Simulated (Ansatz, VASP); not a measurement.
# GaSb in two plane-wave programs

Aim: how closely do two programs agree when they are given the same cell, functional and k mesh? The cell is taken from a series of runs on this material, whose earlier steps may have relaxed, scaled, displaced or heated it; both programs get it as it stands.

Method: plane waves, with VASP 6.6.1 beside it; zone-centre phonons at LDA, in Ansatz 0.2.0.

## Step 1: The structure

It takes space group I-4m2 (No. 119, tetragonal). Conventional cell: a = 4.239 Å, b = 4.239 Å, c = 6.230 Å, α = 90.00°, β = 90.00°, γ = 90.00°. Nearest to Ga lie 4 Sb at 2.63 Å. Sb has 4 Ga at 2.63 Å nearest. Farther neighbours are not listed.

Coordinates:

```xyz
2
Lattice="0.0000 2.9976 3.1151 2.9976 0.0000 3.1151 2.9976 2.9976 0.0000" Properties=species:S:1:pos:R:3 pbc="T T T"
Ga    0.0000    0.0000    0.0000
Sb    4.4964    4.4964    4.6726
```

## Step 2: VASP: zone-centre phonons, LDA

Second derivatives magnify differences that forces hide, and they need a tight electronic threshold.

Lines of VASP's logs that name or quote its potential files are left out, and so is its time.

INCAR reads:

```
SYSTEM = GaSb
PREC = Accurate
ENCUT = 500
EDIFF = 1E-08
NELM = 120
ISMEAR = 1
SIGMA = 0.2
LREAL = .FALSE.
ALGO = Normal
GGA = CA
NBANDS = 15
LORBIT = 11
LWAVE = .FALSE.
LCHARG = .FALSE.
ISIF = 2
IBRION = 8
LASPH = .TRUE.
GGA_COMPAT = .FALSE.
KPAR = 2
```

POSCAR reads:

```
GaSb
1.0
    0.0000000000      2.9975785731      3.1150971205
    2.9975785731      0.0000000000      3.1150971205
    2.9975785731      2.9975785731      0.0000000000
Ga Sb
1 1
Direct
    0.0000000000      0.0000000000      0.0000000000
    0.7500000000      0.7500000000      0.7500000000
```

KPOINTS reads:

```
Automatic mesh
0
Gamma
12 12 12
0 0 0
```

Potentials, in the order of the species: Ga_d and Sb (LDA family, release 64).

Command:

```
mpirun -np 2 vasp_std
```

Numbers of over 12 decimals in the logs are rounded to 6 here.

What it wrote:

```text
[banner, memory and clock lines left out]
running    2 mpi-ranks, on    1 nodes
 distrk:  each k-point on    1 cores,    2 groups
 distr:  one band on    1 cores,    1 groups

 POSCAR found type information on POSCAR GaSb
 POSCAR found :  2 types and       2 ions
 LDA part: xc-table for (Slater(with rela. corr.)+CA(PZ))
 , standard interpolation
 POSCAR, INCAR and KPOINTS ok, starting setup
 FFT: planning ... GRIDC
 FFT: planning ... GRID_SOFT
 FFT: planning ... GRID
 WAVECAR not read
 entering main loop
       N       E                     dE             d eps       ncg     rms          rms(c)
DAV:   1     0.807841603310E+02    0.80784E+02   -0.85661E+03  4962   0.144E+03
DAV:   2    -0.243036095370E+01   -0.83215E+02   -0.80245E+02  5744   0.303E+02
DAV:   3    -0.867320817128E+01   -0.62428E+01   -0.62256E+01  5863   0.682E+01
DAV:   4    -0.878745385581E+01   -0.11425E+00   -0.11423E+00  6083   0.104E+01
DAV:   5    -0.879020047288E+01   -0.27466E-02   -0.27466E-02  6326   0.141E+00    0.337E+00
DAV:   6    -0.870092745454E+01    0.89273E-01   -0.75728E-02  7261   0.446E+00    0.196E+00
DAV:   7    -0.866496521334E+01    0.35962E-01   -0.51545E-02  5590   0.183E+00    0.293E-01
DAV:   8    -0.866469074428E+01    0.27447E-03   -0.47299E-03  6248   0.846E-01    0.971E-02
DAV:   9    -0.866476922384E+01   -0.78480E-04   -0.34171E-04  5804   0.162E-01    0.391E-02
DAV:  10    -0.866476220158E+01    0.70223E-05   -0.17019E-05  6323   0.349E-02    0.140E-02
DAV:  11    -0.866476432301E+01   -0.21214E-05   -0.44051E-06  5702   0.197E-02    0.517E-03
DAV:  12    -0.866476429151E+01    0.31500E-07   -0.22644E-07  6150   0.355E-03    0.111E-03
DAV:  13    -0.866476430119E+01   -0.96861E-08   -0.21138E-08  5988   0.138E-03
   1 F= -.86647643E+01 E0= -.86649183E+01  d E =0.461935E-03
 Linear response reoptimize wavefunctions to high precision
DAV:   1    -0.866476430126E+01   -0.63665E-10   -0.73955E-10  4987   0.339E-04
 Linear response DOF=           4
 Linear response progress:
  Degree of freedom:   1/  4
       N       E                     dE             d eps       ncg     rms          rms(c)
RMM:   1    -0.168022791430E+00   -0.16802E+00    0.10333E-01 17742   0.854E+00
RMM:   2    -0.166676956229E+00    0.13458E-02   -0.27861E-02 26708   0.138E+00    0.403E-02
RMM:   3    -0.166769625178E+00   -0.92669E-04   -0.37596E-03 27553   0.468E-01    0.256E-02
RMM:   4    -0.166755658722E+00    0.13966E-04   -0.20369E-03 30539   0.232E-01    0.153E-02
RMM:   5    -0.166770855671E+00   -0.15197E-04   -0.73453E-05 29433   0.571E-02    0.467E-03
RMM:   6    -0.166770926865E+00   -0.71194E-07   -0.14667E-05 29693   0.238E-02    0.101E-03
RMM:   7    -0.166759560959E+00    0.11366E-04   -0.36277E-06 28996   0.107E-02    0.662E-04
RMM:   8    -0.166763017528E+00   -0.34566E-05   -0.73239E-07 29425   0.484E-03    0.167E-04
RMM:   9    -0.166764138688E+00   -0.11212E-05   -0.20238E-07 29672   0.227E-03    0.947E-05
RMM:  10    -0.166764716180E+00   -0.57749E-06   -0.28737E-08 30022   0.109E-03    0.275E-05
RMM:  11    -0.166764822654E+00   -0.10647E-06   -0.78543E-09 30021   0.537E-04    0.214E-05
RMM:  12    -0.166765022050E+00   -0.19940E-06    0.90131E-09 29745   0.277E-04    0.527E-06
RMM:  13    -0.166765054012E+00   -0.31962E-07   -0.33044E-09 29858   0.143E-04    0.200E-06
RMM:  14    -0.166765058784E+00   -0.47719E-08    0.52116E-10 30074   0.787E-05    0.271E-06
 first order change of Fermi-energy  -0.14040E-04
 force on displaced ion       1 direction 1 :  -8.115   0.000   0.000
 Linear response progress:
  Degree of freedom:   2/  4
       N       E                     dE             d eps       ncg     rms          rms(c)
RMM:   1    -0.168464318965E+00   -0.16846E+00    0.81399E-02 10435   0.838E+00
RMM:   2    -0.167033615780E+00    0.14307E-02   -0.28451E-02 15598   0.134E+00    0.403E-02
RMM:   3    -0.167012496652E+00    0.21119E-04   -0.33532E-03 16320   0.426E-01    0.268E-02
RMM:   4    -0.166954710254E+00    0.57786E-04   -0.15369E-03 17677   0.203E-01    0.137E-02
RMM:   5    -0.166969694435E+00   -0.14984E-04   -0.72154E-05 17156   0.520E-02    0.424E-03
RMM:   6    -0.166973389063E+00   -0.36946E-05   -0.11350E-05 17315   0.212E-02    0.486E-04
RMM:   7    -0.166966903833E+00    0.64852E-05   -0.29222E-06 16857   0.936E-03    0.605E-04
RMM:   8    -0.166969909034E+00   -0.30052E-05   -0.56437E-07 17131   0.434E-03    0.155E-04
RMM:   9    -0.166970908045E+00   -0.99901E-06   -0.14949E-07 17174   0.199E-03    0.778E-05
RMM:  10    -0.166971631888E+00   -0.72384E-06   -0.35615E-08 17280   0.975E-04    0.173E-05
RMM:  11    -0.166971644955E+00   -0.13067E-07   -0.21952E-08 17408   0.476E-04    0.511E-06
RMM:  12    -0.166971602649E+00    0.42306E-07   -0.66364E-09 17461   0.241E-04    0.126E-05
RMM:  13    -0.166971723478E+00   -0.12083E-06   -0.26110E-09 16813   0.126E-04    0.184E-06
RMM:  14    -0.166971691986E+00    0.31492E-07   -0.14525E-09 17168   0.687E-05    0.499E-06
RMM:  15    -0.166971708059E+00   -0.16073E-07   -0.21115E-09 17201   0.393E-05    0.308E-06
RMM:  16    -0.166971728038E+00   -0.19980E-07   -0.52347E-10 17243   0.255E-05    0.307E-07
RMM:  17    -0.166971727681E+00    0.35698E-09   -0.35409E-10 15896   0.178E-05    0.479E-07
 first order change of Fermi-energy  -0.19161E-04
 force on displaced ion       1 direction 3 :  -0.000  -0.000  -8.045
 Linear response progress:
  Degree of freedom:   3/  4
       N       E                     dE             d eps       ncg     rms          rms(c)
RMM:   1    -0.292057403597E-01   -0.29206E-01    0.24459E-03 28910   0.139E+00
RMM:   2    -0.265526180922E-01    0.26531E-02   -0.36391E-03 26011   0.393E-01    0.669E-02
RMM:   3    -0.264767360821E-01    0.75882E-04   -0.21938E-04 29059   0.107E-01    0.356E-02
RMM:   4    -0.264893473439E-01   -0.12611E-04   -0.43950E-05 29020   0.452E-02    0.461E-03
RMM:   5    -0.264944249858E-01   -0.50776E-05   -0.60900E-06 30308   0.158E-02    0.290E-03
RMM:   6    -0.264879199609E-01    0.65050E-05   -0.86165E-07 28997   0.499E-03    0.798E-04
RMM:   7    -0.264869386257E-01    0.98134E-06   -0.88991E-08 29799   0.153E-03    0.328E-04
RMM:   8    -0.264863676830E-01    0.57094E-06   -0.11799E-08 28892   0.553E-04    0.800E-05
RMM:   9    -0.264863321659E-01    0.35517E-07   -0.74155E-10 29943   0.197E-04    0.204E-05
RMM:  10    -0.264863513570E-01   -0.19191E-07   -0.23978E-10 28373   0.792E-05    0.523E-06
RMM:  11    -0.264863456303E-01    0.57267E-08    0.62843E-11 29210   0.288E-05    0.371E-06
 first order change of Fermi-energy   0.34339E-04
 force on displaced ion       2 direction 1 :  -8.126  -0.000  -0.000
 Linear response progress:
  Degree of freedom:   4/  4
       N       E                     dE             d eps       ncg     rms          rms(c)
RMM:   1    -0.296109996079E-01   -0.29611E-01    0.70379E-04 16411   0.141E+00
RMM:   2    -0.265681725360E-01    0.30428E-02   -0.37720E-03 15463   0.397E-01    0.689E-02
RMM:   3    -0.265151382476E-01    0.53034E-04   -0.21667E-04 16919   0.105E-01    0.367E-02
RMM:   4    -0.265448474980E-01   -0.29709E-04   -0.42581E-05 17008   0.449E-02    0.455E-03
RMM:   5    -0.265502912570E-01   -0.54438E-05   -0.59395E-06 17622   0.151E-02    0.291E-03
RMM:   6    -0.265417541254E-01    0.85371E-05   -0.74749E-07 16913   0.482E-03    0.555E-04
RMM:   7    -0.265412454807E-01    0.50864E-06   -0.67980E-08 17595   0.145E-03    0.277E-04
RMM:   8    -0.265411111595E-01    0.13432E-06   -0.15412E-08 17023   0.513E-04    0.187E-05
RMM:   9    -0.265411384527E-01   -0.27293E-07   -0.23006E-09 17413   0.191E-04    0.138E-05
RMM:  10    -0.265411279768E-01    0.10476E-07   -0.88528E-10 17049   0.632E-05    0.296E-06
RMM:  11    -0.265411139197E-01    0.14057E-07   -0.28407E-10 17091   0.253E-05    0.130E-06
RMM:  12    -0.265411119189E-01    0.20007E-08   -0.34173E-10 13674   0.111E-05    0.994E-07
 first order change of Fermi-energy   0.69570E-03
 force on displaced ion       2 direction 3 :   0.000   0.000  -8.060
 Linear response finished
```

From OUTCAR (step 2):

```text
ion  position               nearest neighbor table
   1  0.000  0.000  0.000-   2 2.63   2 2.63   2 2.63   2 2.63
   2  0.750  0.750  0.750-   1 2.63   1 2.63   1 2.63   1 2.63

  LATTYP: Found a body centered tetragonal cell.
 ALAT       =     4.2392162724
 C/A-ratio  =     1.4696570877

 Subroutine GETGRP returns: Found  8 space group operations
 (whereof  8 operations were pure point group operations)

The static configuration has the point symmetry D_2d.

 Found    163 irreducible k-points:

   k-points           NKPTS =    163   k-points in BZ     NKDIM =    163   number of bands    NBANDS=     15

   dimension x,y,z NGX =    32 NGY =   32 NGZ =   32
   dimension x,y,z NGXF=    64 NGYF=   64 NGZF=   64

   ENCUT  =  500.0 eV  36.75 Ry    6.06 a.u.   7.88  7.88  7.73*2*pi/ulx,y,z

   NELECT =      18.0000    total number of electrons

 k-points in reciprocal lattice and weights: Automatic mesh
   0.00000000  0.00000000  0.00000000       0.001
   0.08333333  0.00000000  0.00000000       0.005
   0.16666667  0.00000000  0.00000000       0.005
   0.25000000  0.00000000  0.00000000       0.005
   0.33333333  0.00000000  0.00000000       0.005
   0.41666667  0.00000000  0.00000000       0.005
   0.50000000  0.00000000  0.00000000       0.002
   0.08333333  0.08333333  0.00000000       0.001
   0.16666667  0.08333333  0.00000000       0.005
[...]
-0.33333333  0.16666667  0.50000000       0.002
  -0.25000000  0.25000000  0.50000000       0.001

 average (electrostatic) potential at core
       1 -66.6843       2 -88.4516

  Total        0.0655300      0.0655300     -0.6036493      0.0000000      0.0000000     -0.0000000
  in kB        1.8754596      1.8754596    -17.2763719      0.0000000      0.0000000     -0.0000000
  external PRESSURE =      -4.5084843 kB  Pullay stress =       0.0000000 kB

  energy-cutoff  :      500.00
  volume of cell :       55.98
      direct lattice vectors                 reciprocal lattice vectors
     0.000000000  2.997578573  3.115097121    -0.166801299  0.166801299  0.160508639
     2.997578573  0.000000000  3.115097121     0.166801299 -0.166801299  0.160508639
     2.997578573  2.997578573  0.000000000     0.166801299  0.166801299 -0.160508639

 POSITION                                       TOTAL-FORCE (eV/Angst)
 -----------------------------------------------------------------------------------
      0.00000      0.00000      0.00000         0.000000      0.000000      0.000000
      4.49637      4.49637      4.67265         0.000000      0.000000     -0.000000
 -----------------------------------------------------------------------------------
    total drift:                                0.000000      0.000000     -0.000001

 Eigenvectors and eigenvalues of the dynamical matrix
 ----------------------------------------------------

   1 f  =    6.690237 THz    42.035996 2PiTHz  223.162270 cm-1    27.668583 meV
             X         Y         Z           dx          dy          dz
      0.000000  0.000000  0.000000    -0.000000    0.797209    0.000000
      4.496368  4.496368  4.672646     0.000000   -0.603703   -0.000000

   2 f  =    6.690237 THz    42.035996 2PiTHz  223.162270 cm-1    27.668583 meV
             X         Y         Z           dx          dy          dz
      0.000000  0.000000  0.000000     0.797209    0.000000   -0.000000
      4.496368  4.496368  4.672646    -0.603703   -0.000000   -0.000000

   3 f  =    6.661885 THz    41.857857 2PiTHz  222.216557 cm-1    27.551329 meV
             X         Y         Z           dx          dy          dz
      0.000000  0.000000  0.000000     0.000000   -0.000000    0.797139
      4.496368  4.496368  4.672646    -0.000000    0.000000   -0.603796

   4 f/i=    0.002208 THz     0.013875 2PiTHz    0.073660 cm-1     0.009133 meV
             X         Y         Z           dx          dy          dz
      0.000000  0.000000  0.000000    -0.583663   -0.154259    0.000000
      4.496368  4.496368  4.672646    -0.770745   -0.203703    0.000000

   5 f/i=    0.002208 THz     0.013875 2PiTHz    0.073660 cm-1     0.009133 meV
             X         Y         Z           dx          dy          dz
      0.000000  0.000000  0.000000     0.154259   -0.583663    0.000000
      4.496368  4.496368  4.672646     0.203703   -0.770745    0.000000

   6 f/i=    0.002971 THz     0.018668 2PiTHz    0.099105 cm-1     0.012287 meV
             X         Y         Z           dx          dy          dz
      0.000000  0.000000  0.000000    -0.000000   -0.000000   -0.603796
      4.496368  4.496368  4.672646     0.000000   -0.000000   -0.797139

 ELASTIC MODULI CONTR FROM IONIC RELAXATION (kBar)
 Direction    XX          YY          ZZ          XY          YZ          ZX
 --------------------------------------------------------------------------------
 XX           0.0000      0.0000      0.0000      0.0000      0.0000      0.0000
 YY           0.0000      0.0000      0.0000      0.0000      0.0000      0.0000
 ZZ           0.0000      0.0000      0.0000      0.0000      0.0000      0.0000
 XY           0.0000      0.0000      0.0000   -169.3252      0.0000      0.0000
 YZ           0.0000      0.0000      0.0000      0.0000   -172.5227      0.0000
 ZX           0.0000      0.0000      0.0000      0.0000      0.0000   -150.1541
 --------------------------------------------------------------------------------
```

(Part 1 of 2 ends here.)

[Lines on the potential files, build, host, timing and source positions are cut from VASP's logs without a mark.]

[Logs are printed without paths, hosts, clocks, repeated set-up lines and the standing remarks that a program may print on its own settings, such as how far it seeks lower states.]

[Hosts, paths, dates, database ids (printed as entryN), source tags and the programs' standing remarks are cut or masked in the printed files.]
